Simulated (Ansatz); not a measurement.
# Bands, cutoff and cost in G0W0 for BN (P6_3/mmc), part 2 of 2

Aim: see how the G0W0 gap of BN (P6_3/mmc) on PBE moves with empty bands and screening cutoff, and what each rung costs.

Ansatz 0.2.0; G0W0 on PBE, plane waves, PAW. Known limits of the many-body steps: not at the basis limit; coarse k mesh.

So far. Step 4 (230 empty bands, screening to 200 eV): Against the run with 9×9×2 mesh, 107 empty bands, screening to 120 eV, the gap moves by +0.15 eV. Step 5 (Changing the k mesh: 6×6×2 mesh, 107 empty bands …): Against the run with 9×9×2 mesh, 107 empty bands, screening to 120 eV, the gap moves by −0.13 eV, while the start moved by −0.12 eV. A band edge is found at another k point on this mesh.

The database entry behind the starting cell differs from later determinations by our own check (about 0.3 % short, minor phase), so it need not match the best structure at ambient conditions.

## Step 6: Changing the frequency model: 9×9×2 mesh, 107 empty bands, screening to 120 eV, plasmon pole

A plasmon pole stands in for the full frequency dependence of the screening; this run shows what that costs in accuracy.

The input, input.yaml:

```yaml
crystal:
  lattice:
    - [2.49824, 0.0, 0.0]
    - [-1.24912, 2.1635393048, 0.0]
    - [0.0, 0.0, 6.6357]
  atoms:
    - { symbol: B, position: [0.3333333333, 0.6666666667, 0.25] }
    - { symbol: B, position: [0.6666666667, 0.3333333333, 0.75] }
    - { symbol: "N", position: [0.3333333333, 0.6666666667, 0.75] }
    - { symbol: "N", position: [0.6666666667, 0.3333333333, 0.25] }
kpoints:
  mp_grid: { grid: [9, 9, 2] }
hamiltonian:
  xc: pbe
scf:
  occupations: { method: fixed }
gw:
  n_empty_bands: 107
  ecut_chi: 120
  qp_bands: [v2, c2]
  qp_kpoints: band_edges
  screening: { model: godby_needs }
```

On the command line:

```bash
$ ansatz run input.yaml --threads 2 --pin off --max-ram 92160MiB --backend cuda --events-out ev --progress --plain --runs-dir out --devices 1 --max-vram 13GiB  # rebuilt from the run's record
```

Numbers of over 12 decimals in the logs are rounded to 6 here.

The log of the run:

```text
GPUs: using 1 of 1 available (devices: 1).
[...]
GPU FFT provider: cuFFT
GPU libraries: cuBLAS 13.8.2, cuFFT 12.4.0, cuSOLVER 12.3.4
Crystal: 4 atoms, lattice volume = 35.866 Å³
Basis set: ecut = 420 eV, 689 PW (Γ)
Bands: 12, of which v1, the nominal top of the filled ones, is band 8 counted from 1 (7 counted from 0)
Symmetry: 24 space group operations
[...]
k-points: 24 of 162
[...]
1    10     12.4367    -6.3642    -4.3738   -11.4058  0.8340    13.1070    13.1045  root
[...]
23     7      4.7935   -20.6259     2.6715   -17.2111  0.8041     4.0476     4.0502  root
    23     8      4.7935   -20.6259     2.6715   -17.2111  0.8041     4.0476     4.0502  root
    23     9      9.4569    -6.1903    -4.5100   -11.5679  0.8285    10.3281    10.3245  root
    23    10      9.4569    -6.1903    -4.5100   -11.5679  0.8285    10.3281    10.3245  root
[key lines of the parts left out:]
SCF converged after 6 iterations
Free energy (F): -1084.801081 eV
Fermi energy:    4.793511 eV
```

Wall time 13 s (1 × NVIDIA H100 80GB HBM3 (shared by 6 runs) with 2 threads of AMD EPYC 7R13 (Zen 3), shared host); peak memory 1.2 GiB; 15 s of CPU time.

This step gave:

```
bands summed                                 : 115
plasmon-pole fit frequency                   : 24.80 eV
RPA ε∞ on this mesh (eigenvalues)            : 2.533, 4.558, 4.558
plane waves in the screening matrix          : 107
G0W0 gap on the mesh                         : 5.908 eV
k of the valence top                         : 0.3333, 0.3333, -0.5
k of the conduction bottom                   : 0.1111, 0.4444, 0
starting gap on the mesh                     : 4.413 eV
least direct G0W0 gap on the computed points : 6.253 eV
```

Against the run with 9×9×2 mesh, 107 empty bands, screening to 120 eV, the gap moves by −0.011 eV.

## Step 7: Changing the files: 9×9×2 mesh, 107 empty bands, screening to 120 eV, hard PAW files

Other atomic data (hard PAW) test the pseudisation: the cutoff goes from 420 to 870 eV, with the same valence electrons.

Changes to input.yaml since step 6:

```diff
@@ -14,2 +14,3 @@
   xc: pbe
+  pseudopotentials: { kind: paw, source: ansatz }
 scf:
@@ -21,2 +22,2 @@
   qp_kpoints: band_edges
-  screening: { model: godby_needs }
+  screening: { model: contour_deformation }
```

The log of the run:

```text
GPUs: using 1 of 1 available (devices: 1).
[...]
GPU FFT provider: cuFFT
GPU libraries: cuBLAS 13.8.2, cuFFT 12.4.0, cuSOLVER 12.3.4
Crystal: 4 atoms, lattice volume = 35.866 Å³
Basis set: ecut = 870 eV, 2047 PW (Γ)
Bands: 12, of which v1, the nominal top of the filled ones, is band 8 counted from 1 (7 counted from 0)
Symmetry: 24 space group operations
[...]
k-points: 24 of 162
[...]
1    10     12.4312    -6.3475    -4.4103   -11.3889  0.8146    13.0670    13.0622  root
[...]
23     7      4.7834   -20.6242     2.6261   -17.2055  0.7851     3.9842     3.9909  root
    23     8      4.7834   -20.6242     2.6261   -17.2055  0.7851     3.9842     3.9909  root
    23     9      9.4499    -6.1846    -4.5498   -11.5476  0.8107    10.2700    10.2631  root
    23    10      9.4499    -6.1846    -4.5498   -11.5476  0.8107    10.2700    10.2631  root
[key lines of the parts left out:]
SCF converged after 7 iterations
Free energy (F): -1084.778175 eV
Fermi energy:    4.783429 eV
```

Run time: 18 s. Hardware: 1 × NVIDIA H100 80GB HBM3 (shared by 6 runs) with 2 threads; peak memory 1.2 GiB.

Numbers from this step:

* bands summed: 115
* RPA ε∞ on this mesh (eigenvalues): 2.534, 4.558, 4.558
* plane waves in the screening matrix: 107
* G0W0 gap on the mesh: 5.916 eV
* k of the valence top: 0.3333, 0.3333, -0.5
* k of the conduction bottom: 0.1111, 0.4444, 0
* starting gap on the mesh: 4.412 eV
* least direct G0W0 gap on the computed points: 6.254 eV

Against the run with 9×9×2 mesh, 107 empty bands, screening to 120 eV, the gap moves by −0.003 eV.

## Step 8: Convergence and cost

Times are wall times on 1 × NVIDIA H100 80GB HBM3 (shared by 6 runs) with 2 threads of AMD EPYC 7R13 (Zen 3), shared host, good to a factor of about two.

| mesh | files | frequency | bands summed | cutoff (eV) | start (eV) | G0W0 (eV) | time | host memory (GiB) |
| --- | --- | --- | --- | --- | --- | --- | --- | --- |
| 9×9×2 | default PAW | contour deformation | 45 | 60 | 4.413 | 5.827 | 9.5 s | 1.0 |
| 9×9×2 | default PAW | contour deformation | 115 | 120 | 4.413 | 5.919 | 15 s | 1.1 |
| 9×9×2 | default PAW | contour deformation | 238 | 200 | 4.413 | 6.066 | 17 s | 1.3 |
| 6×6×2 | default PAW | contour deformation | 115 | 120 | 4.295 | 5.786 | 6.7 s | 1.0 |
| 9×9×2 | default PAW | plasmon pole | 115 | 120 | 4.413 | 5.908 | 13 s | 1.2 |
| 9×9×2 | hard PAW | contour deformation | 115 | 120 | 4.412 | 5.916 | 18 s | 1.2 |

How the two edges are built up, in eV (the quasiparticle level is the starting level plus Σx plus Σc less Vxc):

| run | edge | start | Σx | Σc | Vxc | Z | QP |
| --- | --- | --- | --- | --- | --- | --- | --- |
| 45 bands | valence top | 4.79 | -20.63 | 3.07 | -17.21 | 0.79 | 4.44 |
| 45 bands | conduction bottom | 9.21 | -5.87 | -4.02 | -10.95 | 0.82 | 10.27 |
| 115 bands | valence top | 4.79 | -20.63 | 2.63 | -17.21 | 0.79 | 4.01 |
| 115 bands | conduction bottom | 9.21 | -5.87 | -4.36 | -10.95 | 0.82 | 9.93 |
| 238 bands | valence top | 4.79 | -20.63 | 2.39 | -17.21 | 0.78 | 3.77 |
| 238 bands | conduction bottom | 9.21 | -5.87 | -4.46 | -10.95 | 0.82 | 9.83 |

## Step 9: What came out

| Property | Result |
| --- | --- |
| 45 bands, 60 eV | 5.827 eV |
| 115 bands, 120 eV | 5.919 eV |
| 238 bands, 200 eV | 6.066 eV |
| estimated limit in bands and cutoff | 6.20 eV |
| mesh and start | 9×9×2, PBE |

**Reading.** A line in one over the bands through the two highest rungs gives 6.20 eV, +0.14 eV from the top rung; the pair below gives 5.98 eV, so the estimate is still climbing. The rungs stand 0.38 eV (45 bands), 0.28 eV (115 bands) and 0.14 eV (238 bands) from it. From 45 to 238 bands the gap moves by +0.24 eV. Σc changes by −0.68 eV at the valence top and −0.44 eV at the conduction bottom, so the levels themselves move more than the gap between them. On the 6×6×2 mesh in place of 9×9×2 the gap differs by −0.13 eV, of which −0.12 eV is already in the start. The plasmon-pole model gives −0.01 eV against contour deformation, 1 % of the correction. Hard PAW files move the gap by −0.003 eV at equal bands and cutoff, −0.001 eV of it in the start. The 9×9×2 mesh misses a band edge: over a band path and its finer mesh (run apart) the PBE gap is 4.25 eV, so the G0W0 gap over the zone may lie about 0.16 eV below its value on the mesh. The 9×9×2 mesh is coarse for this cell (its supercell is 13 Å along the shortest edge). The RPA ε∞ on it, from the PBE start, is 2.53 and 4.53; such meshes misread the long-range screening, most where the gap is narrow.

[Paths, hosts, dates, memory and timing lines, banners, echoed tables and standing remarks are left out of the program output.]

[Logs are printed without paths, hosts, clocks, repeated set-up lines and the standing remarks that a program may print on its own settings, such as how far it seeks lower states.]

[Runs of the session that timed out or met a known fault of the program may be left out.]

[Cells called generated may have been cut or substituted from an entry of the Crystallography Open Database or the Materials Project.]

[Hosts, paths, dates, database ids (printed as entryN), source tags and the programs' standing remarks are cut or masked in the printed files.]
